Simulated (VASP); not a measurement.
# GaAs (F-43m) in VASP: further runs, part 2 of 2

VASP 6.6.1. The steps go on from the part before.

## 3. G0W0 quasiparticle levels, PBE

The input, POSCAR:

```
GaAs
1.0
    0.0000000000      2.8268500000      2.8268500000
    2.8268500000      0.0000000000      2.8268500000
    2.8268500000      2.8268500000      0.0000000000
As Ga
1 1
Direct
    0.7500000000      0.7500000000      0.7500000000
    0.0000000000      0.0000000000      0.0000000000
```

The input, INCAR.step1:

```
PREC = Accurate ; ENCUT = 450
EDIFF = 1E-8 ; ISMEAR = 0
SIGMA = 0.01 ; LREAL = F
LASPH = T ; NELM = 60
ALGO = Normal ; LWAVE = T
LCHARG = F ; GGA = PE
```

The input, INCAR.step2:

```
PREC = Accurate ; ENCUT = 450
EDIFF = 1E-8 ; ISMEAR = 0
SIGMA = 0.01 ; LREAL = F
LASPH = T ; NELM = 1
ALGO = Exact ; LWAVE = T
LCHARG = F ; GGA = PE
NBANDS = 189 ; LOPTICS = T
ISTART = 1
```

The input, INCAR.step3:

```
PREC = Accurate ; ENCUT = 450
EDIFF = 1E-8 ; ISMEAR = 0
SIGMA = 0.01 ; LREAL = F
LASPH = T ; ALGO = EVGW0
LWAVE = F ; LCHARG = F
GGA = PE ; NELMGW = 1
NBANDS = 189 ; ENCUTGW = 100
NOMEGA = 48 ; PRECFOCK = Fast
ISTART = 1 ; NBANDSGW = 17
```

The input, KPOINTS:

```
regular mesh
0
Gamma
  3 3 3
```

Potentials or basis: VASP PAW PBE potentials, release 64 (As_GW, Ga_d_GW).

Run with:

```bash
$ cat potpaw_PBE.64/As_GW/POTCAR potpaw_PBE.64/Ga_d_GW/POTCAR > POTCAR
$ cp INCAR.step1 INCAR
$ mpirun -np 1 vasp_std > vasp.out
$ cp INCAR.step2 INCAR
$ mpirun -np 1 vasp_std > vasp.out
$ cp INCAR.step3 INCAR
$ mpirun -np 1 vasp_std > vasp.out
```

OUTCAR:

```text
PREC = Accurate
   ENCUT = 450
   EDIFF = 1E-8
   ISMEAR = 0
   LREAL = F
   LASPH = T
   GGA = PE
   NELMGW = 1
   ENCUTGW = 100
   PRECFOCK = Fast
   ISTART = 1

 Found      4 irreducible k-points:

 Following reciprocal coordinates:
            Coordinates               Weight
  0.000000  0.000000  0.000000      1.000000
  0.333333  0.000000  0.000000      8.000000
  0.333333  0.333333  0.000000      6.000000
 -0.333333  0.333333  0.000000     12.000000
   k-points           NKPTS =      4   k-points in BZ     NKDIM =     27   number of bands    NBANDS=    189
   number of dos      NEDOS =    301   number of ions     NIONS =      2
   total plane-waves  NPLWV =  21952
   dimension x,y,z NGX =    28 NGY =   28 NGZ =   28
   dimension x,y,z NGXF=    56 NGYF=   56 NGZF=   56
   ions per type =               1   1
   NGX,Y,Z   is equivalent  to a cutoff of  11.64, 11.64, 11.64 a.u.
   NGXF,Y,Z  is equivalent  to a cutoff of  23.29, 23.29, 23.29 a.u.
 SYSTEM =  unknown system
   PREC   = accura    normal or accurate (medium, high low for compatibility)
   ISTART =      1    job   : 0-new  1-cont  2-samecut
   ICHARG =      0    charge: 1-file 2-atom 10-const
   ISPIN  =      1    spin polarized calculation?
   LNONCOLLINEAR =      F non collinear calculations
   LSORBIT =      F    spin-orbit coupling
   LASPH  =      T    aspherical Exc in radial PAW
   ENCUT  =  450.0 eV  33.07 Ry    5.75 a.u.   6.91  6.91  6.91*2*pi/ulx,y,z
   NELM   =     60;   NELMIN=  2; NELMDL=  0     # of ELM steps
   EDIFF  = 0.1E-07   stopping-criterion for ELM
   LREAL  =      F    real-space projection
   EDIFFG = 0.1E-06   stopping-criterion for IOM
   NSW    =      0    number of steps for IOM
   IBRION =     -1    ionic relax: 0-MD 1-quasi-New 2-CG
   NFREE  =      0    steps in history (QN), initial steepest desc. (CG)
   ISIF   =      0    stress and relaxation
   ISYM   =      3    0-nonsym 1-usesym 2-fastsym
   POTIM  = 0.5000    time-step for ionic-motion
   TEBEG  =    0.0;   TEEND  =   0.0 temperature during run
   PSTRESS=    0.0 pullay stress
   NELECT =      18.0000    total number of electrons
   NUPDOWN=      -1.0000    fix difference up-down
   EMIN   =  10.00;   EMAX   =-10.00  energy-range for DOS
   EFERMI =   0.00;   METHOD = LEGACY
   ISMEAR =     0;   SIGMA  =   0.01  broadening in eV -4-tet -1-fermi 0-gaus
   EFERMI_NEDOS =   21; number of points for ismear=-14 and -15
   IALGO  =     38    algorithm
   IMIX   =      4    mixing-type and parameters
     AMIX     =   0.40;   BMIX     =  1.00
     AMIX_MAG =   1.60;   BMIX_MAG =  1.00
  volume/ion in A,a.u.               =      22.59       152.44
  Fermi-wavevector in a.u.,A,eV,Ry     =   1.204628  2.276417 19.743799  1.451128
  Thomas-Fermi vector in A             =   2.340347
   LORBIT       =      0    0 simple, 1 ext, 2 COOP (PROOUT), +10 PAW based schemes
   GGA     = PE    functional components
   LHFCALC =     T    Hartree Fock is set to
   PRECFOCK=fast      Normal, Fast or Accurate (Low or Medium for compatibility)
   ENCUT4O =  -1.0   cutoff for four orbital integrals eV
   NKREDX  =     1    reduce k-point grid by
   NKREDY  =     1    reduce k-point grid by
   NKREDZ  =     1    reduce k-point grid by
   AEXX    =    1.0000 exact exchange contribution
   HFSCREEN=    0.0000 screening length (either q_TF or 0.3 A-1)
   HFSCREENC=   0.0000 screening length for correlation (either q_TF or 0.3 A-1)
   ENCUTFOCK=  -1.0 apply spherical cutoff to Coloumb kernel
   IVDW    =     0    specifies the selected vdW correction
   LEPSILON=     F    determine dielectric tensor
   LRPA    =     F    only Hartree local field effects (RPA)
   LRPAFORCE           =     F    calculate RPA forces
   ENCUTGW             = 100.0    cutoff for response function in eV
   ENCUTGWSOFT         =  80.0    soft cutoff for Coulomb kernel in GW response function in eV
   ENCUTLF             =  -1.0    cutoff for local field effects
   NELMGW              =     1    number of iterations in solving QP/BSE equation
   NELMHF              =     1    number of iterations in the inner HF iteration
   NKREDLFX            =     1    NKREDLFY  =   1   NKREDLFZ  =   1
 non-spin polarized calculation
 Gauss-broadening in eV      SIGMA  =   0.01
  energy-cutoff  :      450.00
  volume of cell :       45.18
 maximum number of plane-waves:      1002
  NGX = 16; NGY = 16; NGZ = 16
   NGX = 13   NGY = 13   NGZ = 13
 maximum number of plane-waves:       113
 NGX is ok and might be reduce to    14

 QP shifts <psi_nk| G(iteration)W_0 |psi_nk>: iteration 1
 for sc-GW calculations column KS-energies equals QP-energies in previous step
 and V_xc(KS)=  KS-energies - (<T + V_ion + V_H > + <T+V_H+V_ion>^1  + <V_x>^1)

 k-point   1 :       0.0000    0.0000    0.0000
  band No.  KS-energies  QP-energies   sigma(KS)   V_xc(KS)     V^pw_x(r,r')   Z            occupation Imag(sigma)

      1     -10.9657     -13.6139     -25.5685     -21.7143     -35.0608       0.6871       2.0000       0.3128
      2     -10.9657     -13.6139     -25.5685     -21.7143     -35.0608       0.6871       2.0000       0.3128
      3     -10.9657     -13.6139     -25.5685     -21.7143     -35.0608       0.6871       2.0000       0.3128
      4     -10.8902     -13.5557     -25.6882     -21.8111     -35.1533       0.6875       2.0000       0.2793
      5     -10.8902     -13.5557     -25.6882     -21.8111     -35.1533       0.6875       2.0000       0.2793
      6      -8.7612      -9.2264     -11.7912     -11.1299     -18.0691       0.7034       2.0000       1.1395
[... 9 lines left out ...]
     16      14.0011      13.9202      -9.9206      -9.8151      -4.4893       0.7666       0.0000      -0.2766
     17      15.4490      15.1852      -7.9796      -7.6397      -2.1672       0.7759       0.0000      -0.4428

 k-point   2 :       0.3333    0.0000    0.0000
  band No.  KS-energies  QP-energies   sigma(KS)   V_xc(KS)     V^pw_x(r,r')   Z            occupation Imag(sigma)

      1     -11.0230     -13.6052     -25.1946     -21.4319     -34.6360       0.6863       2.0000       0.3331
      2     -10.9503     -13.6069     -25.6007     -21.7428     -35.0936       0.6886       2.0000       0.3099
      3     -10.9503     -13.6069     -25.6007     -21.7428     -35.0936       0.6886       2.0000       0.3099
      4     -10.8885     -13.5589     -25.6919     -21.8166     -35.1626       0.6891       2.0000       0.2788
      5     -10.8885     -13.5589     -25.6919     -21.8166     -35.1626       0.6891       2.0000       0.2788
      6      -7.6086      -8.0785     -12.3898     -11.7146     -18.3633       0.6958       2.0000       0.9384
[... 9 lines left out ...]
     16      13.5616      13.4198      -9.4712      -9.2856      -3.9861       0.7643       0.0000      -0.3038
     17      17.4296      17.3879      -9.4469      -9.3921      -3.0327       0.7625       0.0000      -0.6299

 k-point   3 :       0.3333    0.3333    0.0000
  band No.  KS-energies  QP-energies   sigma(KS)   V_xc(KS)     V^pw_x(r,r')   Z            occupation Imag(sigma)

      1     -11.0492     -13.6150     -25.1397     -21.3945     -34.5830       0.6851       2.0000       0.3372
      2     -10.9298     -13.5976     -25.6581     -21.7903     -35.1583       0.6897       2.0000       0.3065
      3     -10.9298     -13.5976     -25.6581     -21.7903     -35.1583       0.6897       2.0000       0.3065
      4     -10.9083     -13.5577     -25.6205     -21.7560     -35.0771       0.6856       2.0000       0.2812
      5     -10.8807     -13.5559     -25.7043     -21.8309     -35.1793       0.6907       2.0000       0.2765
      6      -7.1933      -7.6578     -12.4636     -11.7997     -18.2770       0.6997       2.0000       0.8798
[... 9 lines left out ...]
     16      17.0270      16.9435      -9.1853      -9.0753      -2.9007       0.7593       0.0000      -0.5759
     17      19.2177      18.9633      -8.7275      -8.3959      -2.4711       0.7671       0.0000      -0.7376

 k-point   4 :      -0.3333    0.3333    0.0000
  band No.  KS-energies  QP-energies   sigma(KS)   V_xc(KS)     V^pw_x(r,r')   Z            occupation Imag(sigma)

      1     -11.0528     -13.6060     -25.0902     -21.3615     -34.5296       0.6847       2.0000       0.3420
      2     -10.9363     -13.5978     -25.6314     -21.7636     -35.1198       0.6881       2.0000       0.3021
      3     -10.9289     -13.5993     -25.6558     -21.7922     -35.1574       0.6912       2.0000       0.3074
      4     -10.8981     -13.5582     -25.6629     -21.7912     -35.1297       0.6871       2.0000       0.2795
      5     -10.8869     -13.5586     -25.6878     -21.8160     -35.1596       0.6900       2.0000       0.2774
      6      -6.4238      -6.8724     -12.9474     -12.3077     -18.5477       0.7012       2.0000       0.7754
[... 9 lines left out ...]
     16      18.2111      18.1192      -9.0690      -8.9499      -2.7256       0.7725       0.0000      -0.6669
     17      18.6244      18.4278      -8.5186      -8.2679      -2.3578       0.7842       0.0000      -0.6724
```

It took 92 s on 1 thread of AMD EPYC 7R43 (Zen 3), shared host; peak memory 0.26 GiB.

The run converged, but some of its settings lie outside the range that counts as converged, so its numbers aren't taken as properties of the crystal.

What came out:

```yaml
Band_gap_on_the_k_mesh_mean-field_level: 0.49 eV, direct
Quasiparticle_gap: 1.43 eV
Least_direct_quasiparticle_gap: 1.43 eV
```

Caveat: the k mesh is coarse (spacing up to 0.64 Å⁻¹), so the values aren't converged; bands, screening cutoff and mesh are small and nothing is extrapolated, so the quasiparticle values aren't converged.

## 4. G0W0 quasiparticle levels, PBE

POSCAR is that of step 3.

INCAR.step1 is that of step 3.

INCAR.step2: that of step 3 with these lines changed.

```diff
@@ -6,3 +6,3 @@
 LCHARG = F ; GGA = PE
-NBANDS = 189 ; LOPTICS = T
+NBANDS = 280 ; LOPTICS = T
 ISTART = 1
```

INCAR.step3: that of step 3 with these lines changed.

```diff
@@ -6,3 +6,3 @@
 GGA = PE ; NELMGW = 1
-NBANDS = 189 ; ENCUTGW = 100
+NBANDS = 280 ; ENCUTGW = 100
 NOMEGA = 48 ; PRECFOCK = Fast
```

KPOINTS is that of step 3.

Potentials or basis: VASP PAW PBE potentials, release 64 (As_GW, Ga_d_GW).

Run with:

```bash
$ cat potpaw_PBE.64/As_GW/POTCAR potpaw_PBE.64/Ga_d_GW/POTCAR > POTCAR
$ cp INCAR.step1 INCAR
$ mpirun -np 1 vasp_std > vasp.out
$ cp INCAR.step2 INCAR
$ mpirun -np 1 vasp_std > vasp.out
$ cp INCAR.step3 INCAR
$ mpirun -np 1 vasp_std > vasp.out
```

OUTCAR:

```text
PREC = Accurate
   ENCUT = 450
   EDIFF = 1E-8
   ISMEAR = 0
   LREAL = F
   LASPH = T
   GGA = PE
   NELMGW = 1
   ENCUTGW = 100
   PRECFOCK = Fast
   ISTART = 1

 Found      4 irreducible k-points:

 Following reciprocal coordinates:
            Coordinates               Weight
  0.000000  0.000000  0.000000      1.000000
  0.333333  0.000000  0.000000      8.000000
  0.333333  0.333333  0.000000      6.000000
 -0.333333  0.333333  0.000000     12.000000
   k-points           NKPTS =      4   k-points in BZ     NKDIM =     27   number of bands    NBANDS=    280
   number of dos      NEDOS =    301   number of ions     NIONS =      2
   total plane-waves  NPLWV =  21952
   dimension x,y,z NGX =    28 NGY =   28 NGZ =   28
   dimension x,y,z NGXF=    56 NGYF=   56 NGZF=   56
   ions per type =               1   1
   NGX,Y,Z   is equivalent  to a cutoff of  11.64, 11.64, 11.64 a.u.
   NGXF,Y,Z  is equivalent  to a cutoff of  23.29, 23.29, 23.29 a.u.
 SYSTEM =  unknown system
   PREC   = accura    normal or accurate (medium, high low for compatibility)
   ISTART =      1    job   : 0-new  1-cont  2-samecut
   ICHARG =      0    charge: 1-file 2-atom 10-const
[... 31 lines left out ...]
   GGA     = PE    functional components
   LHFCALC =     T    Hartree Fock is set to
   PRECFOCK=fast      Normal, Fast or Accurate (Low or Medium for compatibility)
   ENCUT4O =  -1.0   cutoff for four orbital integrals eV
   NKREDX  =     1    reduce k-point grid by
   NKREDY  =     1    reduce k-point grid by
   NKREDZ  =     1    reduce k-point grid by
   AEXX    =    1.0000 exact exchange contribution
   HFSCREEN=    0.0000 screening length (either q_TF or 0.3 A-1)
   HFSCREENC=   0.0000 screening length for correlation (either q_TF or 0.3 A-1)
   ENCUTFOCK=  -1.0 apply spherical cutoff to Coloumb kernel
   IVDW    =     0    specifies the selected vdW correction
   LEPSILON=     F    determine dielectric tensor
   LRPA    =     F    only Hartree local field effects (RPA)
   LRPAFORCE           =     F    calculate RPA forces
   ENCUTGW             = 100.0    cutoff for response function in eV
   ENCUTGWSOFT         =  80.0    soft cutoff for Coulomb kernel in GW response function in eV
   ENCUTLF             =  -1.0    cutoff for local field effects
   NELMGW              =     1    number of iterations in solving QP/BSE equation
   NELMHF              =     1    number of iterations in the inner HF iteration
   NKREDLFX            =     1    NKREDLFY  =   1   NKREDLFZ  =   1
 non-spin polarized calculation
 Gauss-broadening in eV      SIGMA  =   0.01
  energy-cutoff  :      450.00
  volume of cell :       45.18
 maximum number of plane-waves:      1002
  NGX = 16; NGY = 16; NGZ = 16
   NGX = 13   NGY = 13   NGZ = 13
 maximum number of plane-waves:       113
 NGX is ok and might be reduce to    14

 QP shifts <psi_nk| G(iteration)W_0 |psi_nk>: iteration 1
 for sc-GW calculations column KS-energies equals QP-energies in previous step
 and V_xc(KS)=  KS-energies - (<T + V_ion + V_H > + <T+V_H+V_ion>^1  + <V_x>^1)

 k-point   1 :       0.0000    0.0000    0.0000
  band No.  KS-energies  QP-energies   sigma(KS)   V_xc(KS)     V^pw_x(r,r')   Z            occupation Imag(sigma)

      1     -10.9657     -13.6225     -25.5805     -21.7143     -35.0608       0.6872       2.0000       0.2807
      2     -10.9657     -13.6225     -25.5805     -21.7143     -35.0608       0.6872       2.0000       0.2807
      3     -10.9657     -13.6225     -25.5805     -21.7143     -35.0608       0.6872       2.0000       0.2807
      4     -10.8902     -13.5641     -25.6999     -21.8111     -35.1533       0.6876       2.0000       0.2477
      5     -10.8902     -13.5641     -25.6999     -21.8111     -35.1533       0.6876       2.0000       0.2477
      6      -8.7612      -9.2343     -11.8027     -11.1299     -18.0691       0.7032       2.0000       1.1338
[... 59 lines left out ...]
      3     -10.9289     -13.6080     -25.6679     -21.7922     -35.1574       0.6913       2.0000       0.2752
      4     -10.8981     -13.5667     -25.6746     -21.7912     -35.1297       0.6872       2.0000       0.2478
      5     -10.8869     -13.5672     -25.6995     -21.8160     -35.1596       0.6902       2.0000       0.2458
      6      -6.4238      -6.8796     -12.9575     -12.3077     -18.5477       0.7014       2.0000       0.7707
[... 9 lines left out ...]
     16      18.2111      18.0984      -9.0957      -8.9499      -2.7256       0.7734       0.0000      -0.6768
     17      18.6244      18.4105      -8.5407      -8.2679      -2.3578       0.7841       0.0000      -0.6814
```

OUTCAR.step2:

```text
PREC = Accurate
   ENCUT = 450
   EDIFF = 1E-8
   ISMEAR = 0
   LREAL = F
[... 537 lines left out ...]
     0.00000   350.41456   350.41456   350.41456     0.00000     0.00000     0.00000
     2.37130   -83.58772   -83.58772   -83.58772    -0.00000    -0.00000    -0.00000
     4.74260   -21.34385   -21.34385   -21.34385     0.00000    -0.00000     0.00000
     7.11391    -9.28900    -9.28900    -9.28900     0.00000     0.00000     0.00000
     9.48521    -2.52945    -2.52945    -2.52945    -0.00000     0.00000     0.00000
    11.85651    -3.35004    -3.35004    -3.35004    -0.00000    -0.00000    -0.00000
[... 92 lines left out ...]
   232.38759     0.98741     0.98741     0.98741     0.00000     0.00000     0.00000
   234.75889     0.98770     0.98770     0.98770     0.00000     0.00000     0.00000
```

Run time: 2.1 min. Hardware: 1 thread of AMD EPYC 7R43 (Zen 3), shared host; peak memory 0.26 GiB.

These settings aren't checked as converged: the numbers below hold their error.

Results:

```
Band gap on the k mesh, mean-field level : 0.49 eV, direct
Quasiparticle gap                        : 1.42 eV
Least direct quasiparticle gap           : 1.42 eV
```

Caveat: the k mesh is coarse (spacing up to 0.64 Å⁻¹), so the values aren't converged; bands, screening cutoff and mesh are small and nothing is extrapolated, so the quasiparticle values aren't converged.
